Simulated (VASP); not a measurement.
# MgS in VASP: one cell, several levels of theory

What does VASP give for MgS in the wurtzite structure, the cell held fixed? Runs: PBE, LDA, PBEsol. This is a trial cell built on a prototype, not taken from a measured structure, and it needn't be the compound's ground state.

Program: VASP 6.6.1. PAW datasets, plane waves. These are computed values for a spin-unpolarised cell that may be hypothetical; none is a measurement.

### Step 1. The cell

The cell comes from an earlier relaxation with r2SCAN in another program.

It is hexagonal, P6_3mc (No. 186); conventional cell a = 4.029 Å, c = 6.454 Å, 22.68 Å³ an atom. Near Mg stand 4 S at 2.45–2.46 Å; near S stand 4 Mg at 2.45–2.46 Å.

Structure file:

```
CELL_PARAMETERS angstrom
4.02863 0.00000 0.00000
-2.01431 3.48889 0.00000
0.00000 0.00000 6.45439
ATOMIC_POSITIONS crystal
Mg 0.33333 0.66667 0.99713
Mg 0.66667 0.33333 0.49713
S 0.33333 0.66667 0.37787
S 0.66667 0.33333 0.87787
```

### Step 2. PBE at this geometry

INCAR

```
ENCUT = 520.000000
SIGMA = 0.020000
EDIFF = 1.00e-07
GGA = PE
PREC = Accurate
IBRION = -1
ISIF = 2
ISMEAR = -1
NBANDS = 16
NELM = 120
NSW = 0
LASPH = .TRUE.
LCHARG = .TRUE.
LELF = .TRUE.
LWAVE = .FALSE.
LREAL = .FALSE.
```

KPOINTS

```
KPOINTS created by Atomic Simulation Environment
0
Gamma
12 12 4
0 0 0
```

KPOINTS_OPT

```
special points
6
Reciprocal
0.0000000000 0.0000000000 0.0000000000 1
0.5000000000 0.0000000000 0.0000000000 1
0.3333333333 0.3333333333 0.0000000000 1
0.0000000000 0.0000000000 0.5000000000 1
0.5000000000 0.0000000000 0.5000000000 1
0.3333333333 0.3333333333 0.5000000000 1
```

POSCAR

```
Mg S
 1.0000000000000000
     4.0286256267095988   -0.0000000000000000   -0.0000000000000000
    -2.0143128133547994    3.4888921350675175    0.0000000000000000
    -0.0000000000000000   -0.0000000000000000    6.4543928108598783
 Mg  S
   2   2
Cartesian
 -0.0000000000000001  2.3259280900450121 -0.0185416518835357
  2.0143128133547994  1.1629640450225061  3.2086547535464041
 -0.0000000000000001  2.3259280900450121  2.4389389559559902
  2.0143128133547994  1.1629640450225061  5.6661353613859298
```

The run uses the recommended PBE PAW datasets (16 valence electrons a neutral cell).

The run is started by

```sh
$ mpirun -np 1 vasp_std
```

Printed to the terminal (iteration lines stand in OSZICAR):

```text
POSCAR found type information on POSCAR MgS
 POSCAR found :  2 types and       4 ions
 LDA part: xc-table for (Slater+PW92), standard interpolation
 POSCAR, INCAR and KPOINTS ok, starting setup
 FFT: planning ... GRIDC
 FFT: planning ... GRID_SOFT
 FFT: planning ... GRID
 WAVECAR not read
 entering main loop
 Start KPOINTS_OPT (optional k-point list driver)
k-point batch [1-6\6]
```

OSZICAR:

```text
N       E                     dE             d eps       ncg     rms          rms(c)
DAV:   1     0.608453775091E+02    0.60845E+02   -0.59394E+03  1824   0.805E+02
DAV:   2    -0.121505255394E+02   -0.72996E+02   -0.67261E+02  2680   0.136E+02
DAV:   3    -0.179236273379E+02   -0.57731E+01   -0.57512E+01  2448   0.413E+01
DAV:   4    -0.179919103637E+02   -0.68283E-01   -0.68270E-01  2280   0.554E+00
DAV:   5    -0.179931836950E+02   -0.12733E-02   -0.12733E-02  2408   0.766E-01    0.573E+00
DAV:   6    -0.170261659687E+02    0.96702E+00   -0.14982E+00  1968   0.564E+00    0.443E+00
DAV:   7    -0.169597552771E+02    0.66411E-01   -0.38187E-01  2272   0.288E+00    0.332E+00
DAV:   8    -0.169783460614E+02   -0.18591E-01   -0.40379E-02  2016   0.138E+00    0.220E+00
DAV:   9    -0.169758999997E+02    0.24461E-02   -0.45074E-03  2112   0.466E-01    0.486E-01
DAV:  10    -0.169763667475E+02   -0.46675E-03   -0.17734E-03  2344   0.192E-01    0.106E-01
DAV:  11    -0.169764354141E+02   -0.68667E-04   -0.17654E-04  2048   0.730E-02    0.523E-02
DAV:  12    -0.169764445432E+02   -0.91291E-05   -0.22076E-05  2280   0.245E-02    0.329E-03
DAV:  13    -0.169764455446E+02   -0.10014E-05   -0.12160E-06  2176   0.571E-03    0.163E-03
DAV:  14    -0.169764454734E+02    0.71209E-07   -0.80983E-08  2160   0.157E-03
   1 F= -.16976445E+02 E0= -.16976445E+02  d E =-.253980E-10
       N       E                     dE             ncg
DAV:   1     0.217253749342E+04   -0.20514E+04      192
DAV:   2     0.175627920389E+04   -0.41626E+03      280
DAV:   3     0.172636279136E+04   -0.29916E+02      248
DAV:   4     0.172601150072E+04   -0.35129E+00      256
DAV:   5     0.172600500799E+04   -0.64927E-02      224
DAV:   6     0.172600483851E+04   -0.16948E-03      264
DAV:   7     0.172600483348E+04   -0.50229E-05      224
DAV:   8     0.172600483333E+04   -0.15950E-06      256
DAV:   9     0.172600483332E+04   -0.46596E-08      168
```

The lines after F= are the extra pass for the points of KPOINTS_OPT, at fixed density; their E is not a total energy.

Parts of OUTCAR:

```text
k-points           NKPTS =     57   k-points in BZ     NKDIM =     57   number of bands    NBANDS=     16

   NELECT =      16.0000    total number of electrons

   dimension x,y,z NGX =    30 NGY =   30 NGZ =   48
   dimension x,y,z NGXF=    60 NGYF=   60 NGZF=   96

  energy-cutoff  :      520.00
  volume of cell :       90.72
      direct lattice vectors                 reciprocal lattice vectors
     4.028625627  0.000000000  0.000000000     0.248223611  0.143311969  0.000000000
    -2.014312813  3.488892135  0.000000000     0.000000000  0.286623937  0.000000000
     0.000000000  0.000000000  6.454392811     0.000000000  0.000000000  0.154933241

 k-points in reciprocal lattice and weights: KPOINTS created by Atomic Simulation Env
   0.00000000  0.00000000  0.00000000       0.002
   0.08333333  0.00000000  0.00000000       0.010
   0.16666667  0.00000000  0.00000000       0.010
   0.25000000  0.00000000  0.00000000       0.010
   0.33333333  0.00000000  0.00000000       0.010
   0.41666667  0.00000000  0.00000000       0.010
   0.50000000  0.00000000  0.00000000       0.005
   0.08333333  0.08333333  0.00000000       0.010
[... 49 more k-points ...]

 E-fermi :   1.5375

 k-point     1 :       0.0000    0.0000    0.0000
  band No.  band energies     occupation
      1     -10.2142      2.00000
      2      -9.4932      2.00000
      3      -2.0400      2.00000
      4       0.6371      2.00000
      5       0.6371      2.00000
      6       1.0476      2.00000
      7       1.0476      2.00000
      8       1.1598      2.00000
      9       4.6249      0.00000
     10       5.8942      0.00000
     11       8.6958      0.00000
     12       8.6958      0.00000
     13       9.3640      0.00000
     14       9.7055      0.00000
     15       9.7055      0.00000
     16      10.2911      0.00000

 k-point     2 :       0.0833    0.0000    0.0000
  band No.  band energies     occupation
      1     -10.1797      2.00000
      2      -9.4757      2.00000
      3      -1.9858      2.00000
      4       0.4146      2.00000
      5       0.5775      2.00000
      6       0.7991      2.00000
      7       1.0324      2.00000
      8       1.1338      2.00000
      9       4.9191      0.00000
     10       6.1479      0.00000
     11       8.4558      0.00000
     12       8.8515      0.00000
     13       9.3908      0.00000
     14       9.5196      0.00000
     15       9.8588      0.00000
     16       9.9346      0.00000

 k-point     3 :       0.1667    0.0000    0.0000
  band No.  band energies     occupation
      1     -10.0813      2.00000
      2      -9.4288      2.00000
      3      -1.8275      2.00000
      4      -0.1248      2.00000
      5       0.2622      2.00000
      6       0.4319      2.00000
      7       0.9809      2.00000
      8       1.0494      2.00000
      9       5.5637      0.00000
     10       6.6425      0.00000
     11       8.1429      0.00000
     12       8.6190      0.00000
     13       9.2214      0.00000
     14       9.3865      0.00000
     15       9.8189      0.00000
     16       9.9276      0.00000

 k-point     4 :       0.2500    0.0000    0.0000
  band No.  band energies     occupation
      1      -9.9342      2.00000
      2      -9.3690      2.00000
      3      -1.5838      2.00000
      4      -0.7430      2.00000
      5      -0.3100      2.00000
      6       0.2591      2.00000
      7       0.8951      2.00000
      8       0.8996      2.00000
      9       6.1651      0.00000
     10       6.6999      0.00000
     11       7.7870      0.00000
     12       8.4398      0.00000
     13       9.1856      0.00000
     14       9.1961      0.00000
     15       9.8533      0.00000
     16      10.3592      0.00000

 k-point     5 :       0.3333    0.0000    0.0000
  band No.  band energies     occupation
      1      -9.7653      2.00000
      2      -9.3204      2.00000
      3      -1.4089      2.00000
      4      -1.1484      2.00000
      5      -0.7859      2.00000
      6       0.1061      2.00000
      7       0.6664      2.00000
      8       0.8140      2.00000
      9       6.2285      0.00000
     10       6.6379      0.00000
     11       7.2010      0.00000
     12       8.8401      0.00000
     13       8.9308      0.00000
     14       9.6461      0.00000
     15       9.8126      0.00000
     16      11.3493      0.00000

 k-point     6 :       0.4167    0.0000    0.0000
  band No.  band energies     occupation
      1      -9.6153      2.00000
      2      -9.3037      2.00000
      3      -1.6918      2.00000
      4      -1.1499      2.00000
      5      -0.8552      2.00000
      6       0.0032      2.00000
      7       0.3982      2.00000
      8       0.7508      2.00000
      9       6.0180      0.00000
     10       6.4866      0.00000
     11       7.0097      0.00000
     12       8.7446      0.00000
     13       9.2311      0.00000
     14       9.7505      0.00000
     15      10.1912      0.00000
     16      12.0863      0.00000

 k-point     7 :       0.5000    0.0000    0.0000
  band No.  band energies     occupation
      1      -9.5477      2.00000
      2      -9.3085      2.00000
      3      -1.8130      2.00000
      4      -1.2521      2.00000
      5      -0.6980      2.00000
      6      -0.0329      2.00000
      7       0.2462      2.00000
      8       0.7277      2.00000
      9       5.9344      0.00000
     10       6.3811      0.00000
     11       6.9777      0.00000
     12       8.6801      0.00000
     13       9.4832      0.00000
     14       9.7664      0.00000
     15      10.2247      0.00000
     16      12.2962      0.00000

 k-point     8 :       0.0833    0.0833    0.0000
  band No.  band energies     occupation
      1     -10.1132      2.00000
      2      -9.4434      2.00000
      3      -1.8794      2.00000
      4       0.0883      2.00000
      5       0.2752      2.00000
      6       0.5921      2.00000
      7       0.9659      2.00000
      8       1.0786      2.00000
      9       5.3873      0.00000
     10       6.5589      0.00000
     11       8.1219      0.00000
     12       8.8499      0.00000
     13       9.2689      0.00000
     14       9.4713      0.00000
     15       9.6110      0.00000
     16       9.7842      0.00000

 k-point     9 :       0.1667    0.0833    0.0000
  band No.  band energies     occupation
      1      -9.9902      2.00000
      2      -9.3900      2.00000
      3      -1.6768      2.00000
      4      -0.4455      2.00000
      5      -0.2030      2.00000
      6       0.3598      2.00000
      7       0.8606      2.00000
      8       0.9599      2.00000
      9       6.0433      0.00000
     10       6.9696      0.00000
     11       7.9319      0.00000
     12       8.1140      0.00000
     13       9.1006      0.00000
     14       9.2218      0.00000
     15       9.8755      0.00000
     16      10.1467      0.00000

 k-point    10 :       0.2500    0.0833    0.0000
  band No.  band energies     occupation
      1      -9.8311      2.00000
      2      -9.3358      2.00000
      3      -1.4179      2.00000
      4      -0.9940      2.00000
      5      -0.6355      2.00000
      6       0.1189      2.00000
      7       0.7493      2.00000
      8       0.7692      2.00000
      9       6.5025      0.00000
     10       6.8498      0.00000
     11       7.3744      0.00000
     12       8.4426      0.00000
     13       8.8687      0.00000
     14       9.2784      0.00000
     15       9.9550      0.00000
     16      10.7719      0.00000

 k-point    11 :       0.3333    0.0833    0.0000
  band No.  band energies     occupation
      1      -9.6685      2.00000
      2      -9.3047      2.00000
      3      -1.5156      2.00000
      4      -1.0818      2.00000
      5      -0.9079      2.00000
      6      -0.0630      2.00000
      7       0.5131      2.00000
      8       0.6561      2.00000
      9       6.3673      0.00000
     10       6.6780      0.00000
     11       7.1102      0.00000
     12       8.7351      0.00000
     13       8.9253      0.00000
     14       9.8032      0.00000
     15       9.8909      0.00000
     16      11.4874      0.00000

 k-point    12 :       0.4167    0.0833    0.0000
  band No.  band energies     occupation
      1      -9.5512      2.00000
      2      -9.3058      2.00000
      3      -1.7409      2.00000
      4      -1.2026      2.00000
      5      -0.7123      2.00000
      6      -0.1565      2.00000
      7       0.2711      2.00000
      8       0.6023      2.00000
      9       6.2165      0.00000
     10       6.4252      0.00000
     11       7.1165      0.00000
     12       8.6819      0.00000
     13       9.3312      0.00000
     14       9.7278      0.00000
     15      10.2523      0.00000
     16      12.0929      0.00000

[... the tables of k-points 13 to 57 left out ...]

  Total        0.5253910      0.5253910      0.4982898      0.0000000      0.0000000      0.0000000
  in kB        9.2788331      9.2788331      8.8002039      0.0000000      0.0000000      0.0000000
  external PRESSURE =       9.1192900 kB  Pullay stress =       0.0000000 kB

 POSITION                                       TOTAL-FORCE (eV/Angst)
 -----------------------------------------------------------------------------------
      0.00000      2.32593      6.43585        -0.000000     -0.000000     -0.003653
      2.01431      1.16296      3.20865         0.000000     -0.000000     -0.003653
      0.00000      2.32593      2.43894        -0.000000      0.000000      0.003653
      2.01431      1.16296      5.66614        -0.000000      0.000000      0.003653
 -----------------------------------------------------------------------------------
    total drift:                                0.000000      0.000000      0.000476

  FREE ENERGIE OF THE ION-ELECTRON SYSTEM (eV)
  ---------------------------------------------------
  free  energy   TOTEN  =       -16.9764454734 eV

  energy  without entropy=      -16.9764454733  energy(sigma->0) =      -16.97644547
```

Run time: 32 s. Hardware: 1 MPI rank of Intel Xeon 6975P-C, shared host; peak memory 0.27 GiB.

The levels at the points of KPOINTS_OPT are read from vasprun.xml.

Levels at the named points, in eV from the top of band v (v: the last filled band by count, c: the next):

| point | v−1 | v | c | c+1 |
| --- | --- | --- | --- | --- |
| Γ | -0.11 | 0.00 | 3.47 | 4.73 |
| M | -0.91 | -0.43 | 4.77 | 5.22 |
| K | -1.32 | -1.32 | 4.87 | 7.07 |
| A | -0.32 | -0.32 | 4.95 | 4.95 |
| L | -0.79 | -0.79 | 4.67 | 4.67 |
| H | -0.51 | -0.51 | 5.81 | 5.81 |

Gap with PBE: 3.47 eV, direct (Γ). The pressure is 0.91 GPa; the forces vanish within 0.01 eV/Å.

Density in a lattice plane of the grid's cell (edges 4.03 and 6.45 Å, at 0.333 of the third edge), which holds Mg and S.

Ten even steps from '0' (0.02 e/Å³) to '9' (1.14 e/Å³):
```
10000147989963
10000259713984
10000249713973
10000136999852
00000013677531
00000001233210
00000000111100
00000000000000
00000000000000
01111000000000
11211100000001
12222110000001
12221100000001
11111000000000
00000000000000
00000000000000
00000000000000
00000000000000
00000011222210
00000124677531
```
Columns run along the first of these edges and rows up along the second, over one cell in 14 and 20 even steps from the bottom left corner. Atoms in the plane (fractional): Mg at (0.67, 0.50), S at (0.67, 0.88).

ELF in the same plane.

Ten even steps from ' ' (0.00) to '@' (0.90):
```
%%==....++%%@@@@%%##%%@@@@@@
%%==....++%%@@@@##--==%%@@@@
##--....++%%@@@@##====%%@@@@
**::  ..==##%%@@@@%%%%@@@@%%
==..    ::++%%@@@@@@@@@@@@##
::      ..--**%%@@@@@@@@%%++
          ..--**%%@@%%##==::
................--++==::....
--==++++==--..            ::
##########**==..        ::++
%%%%%%%%%%##**--        ==##
%%%%%%%%%%%%**--..    ..==##
##%%%%%%%%##++--..    ..==**
**########**==::..    ..::==
==++****++==::..        ..::
::--====--..              ..
  ........      ........    
..        ..::==++++++==--::
--..    ::==**##%%%%%%%%##**
##--....==##@@@@@@@@@@@@@@%%
```
Columns run along the first of these edges and rows up along the second, over one cell in 14 and 20 even steps from the bottom left corner. Atoms in the plane (fractional): Mg at (0.67, 0.50), S at (0.67, 0.88).

Both are smooth fields of the valence electrons: close to the nuclei they are not physical.

Outside the cores ELF peaks at 0.91 on the S–Mg line, 0.9 Å from S.

[end of part 1 of 3]
